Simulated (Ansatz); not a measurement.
BaSnO3 (cubic perovskite)

```
BaSnO3
1.0
    4.17621     0.00000     0.00000
    0.00000     4.17621     0.00000
    0.00000     0.00000     4.17621
Ba Sn O
1 1 3
Cartesian
  0.00000   0.00000   0.00000
  2.08810   2.08810   2.08810
  0.00000   2.08810   2.08810
  2.08810   2.08810   0.00000
  2.08810   0.00000   2.08810
```

The slice is a {210} plane (indices of the conventional cell) through the point (0.000, 0.500, 0.500) (fractional), spanned by u = [100] and v = [021] in vectors of this cell: u (4.18 Å) and v (9.34 Å, at 90° to u). It covers one period; positions are fractions (u, v).

Method: PBE (plane waves to 420 eV, PAW, scalar-relativistic; Ansatz, an electronic-structure program). k mesh 8×8×8. Inside the PAW spheres the values are not all-electron values, and peaks at nuclei hang on which shells count as valence. BaSnO3 was relaxed with its symmetry unable to fall. The PAW data are Ansatz's earlier set.

Q: Around which element is the density of the highest valence band (whole band, smooth part) largest on this plane?

A: O. Mean over a disc round each atom, of radius 0.45 times the shortest bond: O 0.117, Sn 0.001 e/Å³.

Q: What is the ELF at the midpoint of the shortest Sn–O line in this plane (2.09 Å)?

A: 0.3.

Q: What is the valence density on the shortest Sn–O line in this plane (2.09 Å), at its midpoint?

A: 0.61 e/Å³.

Q: Predict the map of the electron localisation function (ELF) on the slice.

A: 
```
|x%%=:. x .:=%%|
|@@%-.:. .:.-%@|
|%%+...:::...+%|
|-:.  .:::.  .:|
|    .-=+=-.   |
|:.  .=*#*=.  .|
|##-  =###=  -#|
|@@#: :+*+: :#@|
|@@%=  :-:  =%@|
|@@%=       =%@|
|@@#-       -#@|
|%#=. .:-:. .=#|
|-:. .+#%#+. .:|
|   .+%@@@%+.  |
|   -%@%x%@%-  |
|   =%@xxx@%=  |
|   -%@%x%@%-  |
|   .+%@@@%+.  |
|-:. .+#%#+. .:|
|%#=. .:-:. .=#|
|@@#-       -#@|
|@@%=       =%@|
|@@%=  :-:  =%@|
|@@#: :+*+: :#@|
|##-  =###=  -#|
|:.  .=*#*=.  .|
|    .-=+=-.   |
|-:.  .:::.  .:|
|%%+...:::...+%|
|@@%-.:. .:.-%@|
|x%%=:. x .:=%%|
|xx%+: xxx :+%x|
```
Scale: ten equal steps from 0.01 (start of ' ') to 0.87 (end of '@'), in the order ' .:-=+*#%@'. Values: electron localisation function (ELF). The map has 14 points along u (one character each, u = 0 at the left) and 32 along v (v = 0 in the bottom row). Points within 0.4 Å of a nucleus are blanked (x), as the pseudised field means little there.
